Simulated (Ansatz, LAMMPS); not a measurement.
# Which site? F in place of O in Al2O3 with crystalline order left by the classical run (155 atoms)

Aim: make F in place of O at several sites of Al2O3 with crystalline order left by the classical run (155 atoms), relax each, and compare their energies.

Method: Kohn-Sham DFT, PBE, PAW (set soft_2), plane waves, in Ansatz 0.2.0.

## (1) Set-up

The cell holds 155 atoms: 62 Al and 93 O. Cell: a = 11.604 Å, b = 11.604 Å, c = 11.604 Å, α = 90.0°, β = 90.0°, γ = 90.0°. 155 atoms (62 Al, 93 O) placed at random at 3.36 g/cm³, melted at 5000 K for 10 ps at fixed volume with the Morse and Coulomb pair potential with partial charges (Pedone, Malavasi, Menziani, Cormack and Segre, J. Phys. Chem. B 110, 11780 (2006)). Quenched from 5000 K to 300 K at 20 K/ps and fixed volume, held 5 ps, then minimised at fixed cell.

Limits known from the start: The quench rate of 20 K/ps is orders of magnitude faster than experiment, which tends to freeze in extra defects. The starting topology of bonds comes from the classical model, and needn't be the one that DFT or experiment would give. Only the Γ point is sampled, in a cell whose shortest periodic width is 12 Å.

## (2) Single point at the start

A single point comes first, to see the forces before anything moves.

Contents of input.yaml:

```yaml
crystal:
  lattice:
    - [11.6041, 0.0, 0.0]
    - [0.0, 11.6041, 0.0]
    - [0.0, 0.0, 11.6041]
  atoms:
    - { symbol: Al, position: [0.65499, 0.2939, 0.50163] }
    - { symbol: Al, position: [0.72357, 0.22273, 0.01758] }
    - { symbol: Al, position: [0.77202, 0.03779, 0.86618] }
    - { symbol: Al, position: [0.65736, 0.97354, 0.11189] }
    - { symbol: Al, position: [0.00908, 0.39387, 0.57835] }
    - { symbol: Al, position: [0.48205, 0.50672, 0.70734] }
    - { symbol: Al, position: [0.48673, 0.23284, 0.91953] }
    - { symbol: Al, position: [0.20288, 0.84809, 0.97004] }
    - { symbol: Al, position: [0.17599, 0.29775, 0.24795] }
    - { symbol: Al, position: [0.01322, 0.87108, 0.48796] }
    - { symbol: Al, position: [0.96584, 0.10639, 0.17744] }
    - { symbol: Al, position: [0.76277, 0.01977, 0.61092] }
    - { symbol: Al, position: [0.99412, 0.94558, 0.7825] }
    - { symbol: Al, position: [0.26401, 0.38502, 0.64823] }
    - { symbol: Al, position: [0.28947, 0.0911, 0.81997] }
    - { symbol: Al, position: [0.37488, 0.99455, 0.56854] }
    - { symbol: Al, position: [0.21413, 0.84328, 0.69023] }
    - { symbol: Al, position: [0.41101, 0.98545, 0.03117] }
    - { symbol: Al, position: [0.88511, 0.67472, 0.38338] }
    - { symbol: Al, position: [0.0941, 0.44347, 0.8922] }
    - { symbol: Al, position: [0.43076, 0.75844, 0.89297] }
    - { symbol: Al, position: [0.84615, 0.25706, 0.71993] }
    - { symbol: Al, position: [0.92353, 0.16142, 0.45703] }
    - { symbol: Al, position: [0.47176, 0.49833, 0.96088] }
    - { symbol: Al, position: [0.61604, 0.86978, 0.47794] }
    - { symbol: Al, position: [0.48096, 0.22514, 0.17716] }
    - { symbol: Al, position: [0.04834, 0.51472, 0.23071] }
    - { symbol: Al, position: [0.47532, 0.22754, 0.67135] }
    - { symbol: Al, position: [0.70596, 0.5511, 0.55415] }
    - { symbol: Al, position: [0.23774, 0.50114, 0.42482] }
    - { symbol: Al, position: [0.44422, 0.73765, 0.60638] }
    - { symbol: Al, position: [0.64992, 0.66316, 0.82775] }
    [... 117 atom lines left out ...]
    - { symbol: O, position: [0.626, 0.28127, 0.91226] }
    - { symbol: O, position: [0.9591, 0.50265, 0.1029] }
    - { symbol: O, position: [0.51918, 0.32912, 0.44228] }
    - { symbol: O, position: [0.55922, 0.51347, 0.57315] }
    - { symbol: O, position: [0.67862, 0.01951, 0.74731] }
    - { symbol: O, position: [0.83589, 0.17147, 0.84077] }
kpoints:
  mp_grid: { grid: [1, 1, 1] }
hamiltonian:
  xc: pbe
scf:
  occupations: { method: fixed }
output:
  forces: true
```

Launch:

```bash
ansatz run input.yaml --threads 4 --pin off --max-ram 8192MiB --backend cpu --events-out ev --progress --plain --runs-dir out
```

Numbers of over 12 decimals in the logs are rounded to 6 here.

Log:

```text
Engine: ansatz 0.2.0, aarch64-unknown-linux-gnu
Pseudopotentials: kind: paw
Pseudopotential: Al, paw, valence charge 3, recommended cutoff 420 eV (normal), Al.paw.azcp
Pseudopotential: O, paw, valence charge 6, recommended cutoff 420 eV (normal), O.paw.azcp
[... 5 lines on functional and potentials left out ...]
Crystal: 155 atoms, lattice volume = 1562.552 Å³
Basis set: ecut = 420 eV, 30647 PW (Γ), exchange–correlation on 160×160×160 points (8 copies of the dense FFT grid, shifted against one another)
Bands: 527, of which v1, the nominal top of the filled ones, is band 372 counted from 1 (371 counted from 0)
Symmetry: 1 space group operations
Space group: P1 (ITA 1), of the structure as read, at distance tolerance 1.2e-4 Å
k-points: 1
[... 5 lines on functional and potentials left out ...]
Initial density: superposition of atomic densities (neutral atoms: chi_scale 0, normalization atom), corrected by the library's trained network
Initial wavefunctions: pseudopotential atomic-orbital guess
Functional: x = pbe(κ = 0.804, μ = 0.219515), c = pbe(β = 0.066725)
SCF iter   1: F=—  HF=-86307.099160 eV  |F-HF|=—  |Δ(HF+E_count)|=         —  Δρ=2.18e-3  dr2=8.58e-2  ethr=1.77e-3  ⟨swp⟩=5.0  Hψ=1673  notcnv=0  defer=152
preconditioner: auto → Resta (q_TF=auto, 2.411 Å⁻¹)  ε∞=3.6  [insulator: Δε(μ)=3.669 eV  Ē_g=15.990 eV  n_scr=364 (ndim 8)  ℏωp=25.6 eV  f_vac=0.002  ε∞_Penn≈3.6]
SCF iter   2: F=—  HF=-86307.099592 eV  |F-HF|=—  |Δ(HF+E_count)|=   4.32e-4  Δρ=1.19e-3  dr2=2.07e-2  ethr=1.15e-5  ⟨swp⟩=2.0  Hψ=909  notcnv=0  defer=153
SCF iter   3: F=—  HF=-86307.104927 eV  |F-HF|=—  |Δ(HF+E_count)|=   5.34e-3  Δρ=5.15e-4  dr2=4.96e-3  ethr=2.78e-6  ⟨swp⟩=2.0  Hψ=671  notcnv=0  defer=114
automatic band count: iteration 3 solves 488 bands in place of 527: the levels show a gap, and the empty bands left out lie too high to hold charge; the band table lists the bands solved (type scf.n_extra_bands for more)
SCF iter   4: F=—  HF=-86307.104892 eV  |F-HF|=—  |Δ(HF+E_count)|=   3.51e-5  Δρ=1.36e-4  dr2=2.55e-4  ethr=6.66e-7  ⟨swp⟩=2.0  Hψ=666  notcnv=0  defer=114
SCF iter   5: F=—  HF=-86307.104916 eV  |F-HF|=—  |Δ(HF+E_count)|=   2.41e-5  Δρ=7.29e-5  dr2=6.40e-5  ethr=3.43e-8  ⟨swp⟩=2.0  Hψ=677  notcnv=0  defer=111
SCF iter   6: F=—  HF=-86307.105094 eV  |F-HF|=—  |Δ(HF+E_count)|=   1.78e-4  Δρ=2.27e-5  dr2=6.47e-6  ethr=8.60e-9  ⟨swp⟩=3.0  Hψ=831  notcnv=0  defer=109
SCF iter   7: F=—  HF=-86307.105096 eV  |F-HF|=—  |Δ(HF+E_count)|=   1.10e-6  Δρ=6.34e-6  dr2=5.15e-7  ethr=8.69e-10  ⟨swp⟩=2.0  Hψ=677  notcnv=0  defer=109
SCF iter   8: F=—  HF=-86307.105096 eV  |F-HF|=—  |Δ(HF+E_count)|=   4.29e-7  Δρ=4.59e-6  dr2=2.50e-7  ethr=1.34e-11  ⟨swp⟩=4.0  Hψ=1495  notcnv=0
SCF iter   9: F=-86307.105096 eV  HF=-86307.105096 eV  |F-HF|=3.93e-9  |Δ(HF+E_count)|=   3.77e-8  Δρ=7.62e-7  dr2=7.46e-9  ethr=1.34e-11  ⟨swp⟩=2.0  Hψ=1557  notcnv=0
SCF 1 converged in 9 iterations: F = -86307.105096 eV  dr2 = 7.46e-9
  greatest PAW one-centre occupation: 0.864 electrons in one spin orbital (limit 2), on the O atom at site 151 (counted from 0), in its partial waves of l = 0
SCF converged after 9 iterations
Free energy (F): -86307.105096 eV
Harris-Foulkes:  -86307.105096 eV  (|F-HF|=3.93e-9)
Internal energy: -86307.105096 eV  (E = F + TS)
E sigma→0 (E₀):  -86307.105096 eV
Fermi energy:    6.488324 eV
--- Per-component energies (eV) ---
  E_band       = -399.001365
  E_kinetic    = 18169.157764
  E_local      = -35463.599002  (includes V_loc(G=0)·N_el)
  E_nonlocal   = 5050.513595
  E_hartree    = 13087.609568
  E_xc         = -9446.441405
  E_vxc        = -10713.117426  (∫ρ·V_xc dr)
  E_paw        = -43738.767601  (= ΣΔE_a)
  E_vpaw       = -3617.404165  (= ΣTr[D̂ρ^β])
  E_aug_tail   = 0.234344  (compensation charges beyond the density's cutoff)
  E_ewald      = -33965.812359
  E_smearing   = -0.000000  (= −TS)
  E_closure    = 0.000000  (closes the sum)
  Σ components = -86307.105096   (vs F -86307.105096, Δ=0.00e0)
--- Forces (eV/Å), atoms counted from 1 ---
  atom   1  Al    -0.45490034     0.19668261     0.08068235
  atom   2  Al    -0.30528685     0.18690146     0.16090868
  atom   3  Al    -0.18665581    -0.26993851    -0.14745564
  atom   4  Al    -0.04725466     0.07343131    -0.33723359
  atom   5  Al    -0.28311879     0.00986403    -0.13897965
  atom   6  Al    -0.25673447     0.25412457    -0.02106576
  atom   7  Al    -0.27934348     0.18796461     0.66112291
  atom   8  Al     0.29548864    -0.52542068     0.03681707
  atom   9  Al    -0.41874037     0.19663576    -0.22073745
  atom  10  Al     0.06662633    -0.62609310    -0.49893130
  atom  11  Al     0.24097349     0.51550913     0.01812903
  atom  12  Al     0.06150850    -1.09281877     0.53515381
  atom  13  Al    -0.64035086    -0.09729792    -0.11521900
  atom  14  Al    -0.07750920     0.37885136     0.27391679
[...]
atom 154  O     -0.32726313     0.71933054    -0.38294205
  atom 155  O      0.37224350     0.20681039     0.84464558
  max |Σ_I F_I| component: 8.03e-5 eV/Å
```

It took 25 s on 4 threads of Arm Neoverse V1, shared host; peak memory 2.1 GiB; 96 s of CPU time.

The r.m.s. force at the start is 0.41 eV/Å.

## (3) Relaxation

With the cell held, the atoms are moved downhill towards a nearby minimum.

Contents of input.yaml:

```yaml
crystal:
  lattice:
    - [11.6041, 0.0, 0.0]
    - [0.0, 11.6041, 0.0]
    - [0.0, 0.0, 11.6041]
  atoms:
    [... the 155 atom lines of step 2 ...]
kpoints:
  mp_grid: { grid: [1, 1, 1] }
hamiltonian:
  xc: pbe
scf:
  occupations: { method: fixed }
output:
  forces: true
relax:
  f_tol: 0.05
  max_steps: 120
```

Log:

```text
[...]
Crystal: 155 atoms, lattice volume = 1562.552 Å³
Basis set: ecut = 420 eV, 30647 PW (Γ), exchange–correlation on 160×160×160 points (8 copies of the dense FFT grid, shifted against one another)
Bands: 527, of which v1, the nominal top of the filled ones, is band 372 counted from 1 (371 counted from 0)
Symmetry: 1 space group operations
[...]
k-points: 1
[...]
SCF iter   1: F=—  HF=-86307.099160 eV  |F-HF|=—  |Δ(HF+E_count)|=         —  Δρ=2.18e-3  dr2=8.58e-2  ethr=1.77e-3  ⟨swp⟩=5.0  Hψ=1673  notcnv=0  defer=152
[...]
SCF iter   6: F=-86307.105093 eV  HF=-86307.105095 eV  |F-HF|=1.32e-6  |Δ(HF+E_count)|=   5.14e-6  Δρ=2.21e-5  dr2=6.29e-6  ethr=8.40e-9  ⟨swp⟩=4.0  Hψ=1227  notcnv=0
SCF 1 converged in 6 iterations: F = -86307.105093 eV  dr2 = 6.29e-6
[...]
relax step   1: F+E_penalty+E_count = -86307.10509331 eV  Δ(F+E_penalty+E_count) = +0.000e0 eV  max|allowed force component| = 1.347e0 eV/Å  Δτ_max = 0.0000 Å  (6 SCF iters, dr2 threshold 6.25e-5 eV, accepted)
[... from here on, the SCF cycles and remarks between the steps are left out ...]
relax step   2: F+E_penalty+E_count = -86308.46151698 eV  Δ(F+E_penalty+E_count) = -1.356e0 eV  max|allowed force component| = 8.302e-1 eV/Å  Δτ_max = 0.0641 Å  (5 SCF iters, dr2 threshold 1.00e-4 eV, accepted)
relax step   3: F+E_penalty+E_count = -86309.92900028 eV  Δ(F+E_penalty+E_count) = -1.467e0 eV  max|allowed force component| = 3.385e-1 eV/Å  Δτ_max = 0.2000 Å  (7 SCF iters, dr2 threshold 4.31e-5 eV, accepted)
relax step   4: F+E_penalty+E_count = -86310.09160863 eV  Δ(F+E_penalty+E_count) = -1.626e-1 eV  max|allowed force component| = 1.076e-1 eV/Å  Δτ_max = 0.2000 Å  (7 SCF iters, dr2 threshold 1.90e-5 eV, accepted)
relax step   5: F+E_penalty+E_count = -86310.13874339 eV  Δ(F+E_penalty+E_count) = -4.713e-2 eV  max|allowed force component| = 7.947e-2 eV/Å  Δτ_max = 0.1925 Å  (9 SCF iters, accepted)
relax step   6: F+E_penalty+E_count = -86310.15687568 eV  Δ(F+E_penalty+E_count) = -1.813e-2 eV  max|allowed force component| = 3.175e-2 eV/Å  Δτ_max = 0.0845 Å  (9 SCF iters, accepted)
relax step   7: F+E_penalty+E_count = -86310.14751083 eV  Δ(F+E_penalty+E_count) = +9.365e-3 eV  max|allowed force component| = 2.648e-1 eV/Å  Δτ_max = 0.0903 Å  (9 SCF iters, rejected (line search))
relax step   8: F+E_penalty+E_count = -86310.15685174 eV  Δ(F+E_penalty+E_count) = +2.395e-5 eV  max|allowed force component| = 1.063e-1 eV/Å  Δτ_max = 0.0412 Å  (8 SCF iters, rejected (line search))
relax step   9: F+E_penalty+E_count = -86310.15958784 eV  Δ(F+E_penalty+E_count) = -2.712e-3 eV  max|allowed force component| = 2.937e-2 eV/Å  Δτ_max = 0.0199 Å  (8 SCF iters, accepted)
SCF converged after 8 iterations
Free energy (F): -86310.159588 eV
[...]
Internal energy: -86310.159588 eV  (E = F + TS)
E sigma→0 (E₀):  -86310.159588 eV
Fermi energy:    6.277077 eV
[...]
Σ components = -86310.159588   (vs F -86310.159588, Δ=0.00e0)
--- Forces (eV/Å), atoms counted from 1 ---
  atom   1  Al     0.00040547     0.00708121    -0.00904385
  atom   2  Al    -0.00142890    -0.02172678    -0.00495671
  atom   3  Al    -0.01143147    -0.00808060    -0.00288956
  atom   4  Al    -0.00106308    -0.00339702    -0.00695665
[...]
atom 155  O      0.00521413     0.00566836    -0.00403032
  max |Σ_I F_I| component: 5.09e-5 eV/Å
--- Relaxed structure (9 steps of the walk, 7 accepted, 0 SCFs on fresh bases) ---
  F+E_penalty+E_count = -86310.15958784 eV   max|allowed force component| = 2.937e-2 eV/Å
  atoms:
    - { symbol: Al, position: [0.660374, 0.288454, 0.500903] }
    - { symbol: Al, position: [0.731197, 0.214330, -0.00155456] }
    - { symbol: Al, position: [0.772292, 0.027160, 0.857888] }
    - { symbol: Al, position: [0.652222, 0.966892, 0.110238] }
[...]
- { symbol: O, position: [0.820272, 0.176486, 0.849290] }
```

The job ended after 3 min (4 threads; peak memory 2.1 GiB; 12 min of CPU time).

The relaxation converged after 9 steps, 3.05 eV below its start, with a largest force component of 0.029 eV/Å.

## (4) Single point at the relaxed geometry

One more single point at the end of the walk gives the fuller output and checks the residual forces.

Contents of input.yaml:

```yaml
crystal:
  lattice:
    - [11.6041, 0.0, 0.0]
    - [0.0, 11.6041, 0.0]
    - [0.0, 0.0, 11.6041]
  atoms:
    - { symbol: Al, position: [0.66037, 0.28845, 0.5009] }
    - { symbol: Al, position: [0.7312, 0.21433, 0.99845] }
    - { symbol: Al, position: [0.77229, 0.02716, 0.85789] }
    - { symbol: Al, position: [0.65222, 0.96689, 0.11024] }
    - { symbol: Al, position: [0.00246, 0.38944, 0.57395] }
    - { symbol: Al, position: [0.48015, 0.50118, 0.70304] }
    [... 143 atom lines left out ...]
    - { symbol: O, position: [0.62595, 0.2861, 0.90179] }
    - { symbol: O, position: [0.95994, 0.49935, 0.09573] }
    - { symbol: O, position: [0.52337, 0.32389, 0.4477] }
    - { symbol: O, position: [0.56211, 0.51341, 0.57448] }
    - { symbol: O, position: [0.66393, 0.02325, 0.74646] }
    - { symbol: O, position: [0.82027, 0.17649, 0.84929] }
kpoints:
  mp_grid: { grid: [1, 1, 1] }
hamiltonian:
  xc: pbe
scf:
  occupations: { method: fixed }
output:
  forces: true
  stress: true
  populations: intrinsic
  dos:
    method: { smearing: { sigma: 0.08 } }
    de: 0.1
    projected: { site_lists: { Al: [Al], O: [O] } }
  eigenvalues: true
  write_density: true
  write_potential: true
  volumetric_format: npy
  elf: true
```

Log:

```text
[...]
Crystal: 155 atoms, lattice volume = 1562.552 Å³
Basis set: ecut = 420 eV, 30647 PW (Γ), exchange–correlation on 160×160×160 points (8 copies of the dense FFT grid, shifted against one another)
Bands: 527, of which v1, the nominal top of the filled ones, is band 372 counted from 1 (371 counted from 0)
Symmetry: 1 space group operations
[...]
k-points: 1
[...]
SCF iter   1: F=—  HF=-86310.156678 eV  |F-HF|=—  |Δ(HF+E_count)|=         —  Δρ=2.21e-3  dr2=8.90e-2  ethr=1.77e-3  ⟨swp⟩=5.0  Hψ=1895  notcnv=0  defer=151
[...]
SCF iter   9: F=-86310.159578 eV  HF=-86310.159578 eV  |F-HF|=4.07e-9  |Δ(HF+E_count)|=   4.11e-8  Δρ=7.39e-7  dr2=7.16e-9  ethr=1.34e-11  ⟨swp⟩=6.0  Hψ=2753  notcnv=0
SCF 1 converged in 9 iterations: F = -86310.159578 eV  dr2 = 7.16e-9
[...]
SCF converged after 9 iterations
Free energy (F): -86310.159578 eV
[...]
Internal energy: -86310.159578 eV  (E = F + TS)
E sigma→0 (E₀):  -86310.159578 eV
Fermi energy:    6.276854 eV
[...]
--- Forces (eV/Å), atoms counted from 1 ---
  atom   1  Al     0.00296497     0.00877685    -0.00823873
  atom   2  Al    -0.00301862    -0.02159983    -0.00675726
  atom   3  Al    -0.01134908    -0.00741542    -0.00308899
  atom   4  Al    -0.00057690    -0.00335530    -0.00777610
  atom   5  Al     0.00829440    -0.00613010     0.00654084
  atom   6  Al    -0.00081304     0.01076027     0.00052010
  atom   7  Al    -0.00959459    -0.00662446     0.00726980
  atom   8  Al     0.00112260     0.00667650     0.00649348
  atom   9  Al    -0.00088646    -0.00466261     0.00158147
  atom  10  Al     0.00687590     0.00083270     0.00260316
  atom  11  Al     0.00664591     0.00013175    -0.00278476
  atom  12  Al     0.00096674     0.00446095    -0.00056782
  atom  13  Al     0.00234363     0.00461941     0.00533686
  atom  14  Al    -0.00696404    -0.00567704     0.00191551
[...]
atom 154  O      0.00418069    -0.00468522    -0.00329708
  atom 155  O      0.00507548     0.00475477    -0.00336159
  max |Σ_I F_I| component: 3.85e-5 eV/Å
--- Stress (GPa, compression-positive) ---
        2.773134      -0.666386       2.371051
       -0.666374      -2.023591      -1.655650
        2.371044      -1.655633      -4.143266
  P = ⅓ Tr σ = -1.1312 GPa (-11.312 kbar)
--- Band table (eV) ---
[...]
--- intrinsic populations: 155 sites ---
  site symbol       q [e]
     0     Al      1.6566
     1     Al      1.7217
     2     Al      1.6835
[...]
154      O      6.8810
  spilling = -0.000000 (of n_electrons = 744.000000)
```

It took 52 s on 4 threads; peak memory 2.3 GiB.

Numbers from this run:

* free energy: -86310.1596 eV
* free energy per atom: -556.8397 eV/atom
* SCF cycles: 9
* pressure: -1.131 GPa
* r.m.s. force component: 0.00562 eV/Å
* longest force: 0.03808 eV/Å
* Fermi energy: 6.277 eV
* gap (highest filled to lowest empty level): 3.751 eV

(Continued in part 2 of 2.)

[Logs are printed without paths, hosts, clocks, repeated set-up lines and the standing remarks that a program may print on its own settings, such as how far it seeks lower states.]

[Hosts, paths, dates, database ids (printed as entryN), source tags and the programs' standing remarks are cut or masked in the printed files.]
